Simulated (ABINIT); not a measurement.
Wanted: the native input for an ABINIT 10.8.3 (patched build) run.

```yaml
Task: equation of state
Functional: BP86
Potentials_or_basis: JTH PAW PBE v2.0
Cutoff: 544 eV
k_mesh: 11 × 11 × 11
Occupations: fermi-dirac, width 0.05 eV
Spin: no spin polarisation
Fine-grid_cutoff: 1088.46 eV
Exchange_and_correlation_inside_the_PAW_spheres: full angular mesh (pawxcdev 0, this build's default; the released program takes 1)
```

The system is Al.

```
CELL_PARAMETERS angstrom
0.00000 2.02481 2.02481
2.02481 0.00000 2.02481
2.02481 2.02481 0.00000
ATOMIC_POSITIONS crystal
Al 0.00000 0.00000 0.00000
```

One way to write it, as run:

run.abi

```
# Datasets: one volume each
ndtset 7
getwfk -1
scalecart1 3*0.9795861087
scalecart2 3*0.9864848297
scalecart3 3*0.9932883884
scalecart4 3*1.0000000000
scalecart5 3*1.0066227096
scalecart6 3*1.0131594038
scalecart7 3*1.0196128224

# Pseudopotentials
pp_dirpath "./"
pseudos "Al.GGA_PBE-JTH.xml"

# Structure
acell 2.8635066922 2.8635066922 2.8635066922 Angstrom
rprim
     0.0000000000     0.7071067812     0.7071067812
     0.7071067812     0.0000000000     0.7071067812
     0.7071067812     0.7071067812     0.0000000000
ntypat 1
znucl 13
natom 1
typat 1
xred
     0.0000000000     0.0000000000     0.0000000000

# Plane-wave basis
ecut 20.0
pawecutdg 40.0

# k points
kptopt 1
ngkpt 11 11 11
nshiftk 1
shiftk 0.0 0.0 0.0

# Exchange and correlation
ixc -106132

# Bands and occupations
nband 6
occopt 3
tsmear 0.05 eV

# SCF cycle
nstep 100
tolvrs 1.0e-9

# Output
iomode 3
prtwf 1
prtden 0
prteig 0
prtebands 0
enunit 1
```

Potentials or basis: JTH PAW PBE v2.0.

Run with:

```bash
$ abinit run.abi > log 2>&1
```

It gave:

```json
{
 "Equilibrium volume": "16.71 Å³/atom",
 "Bulk modulus": "74 GPa",
 "Pressure derivative of the bulk modulus": "4.6"
}
```

Caveat: pressures at fixed basis lie under the slope of the energies; the PAW data sets were made with another functional, which shifts forces and pressure a little.

It took 36 s on 1 thread of Arm Neoverse N1 (shared host), peak memory 0.12 GiB.
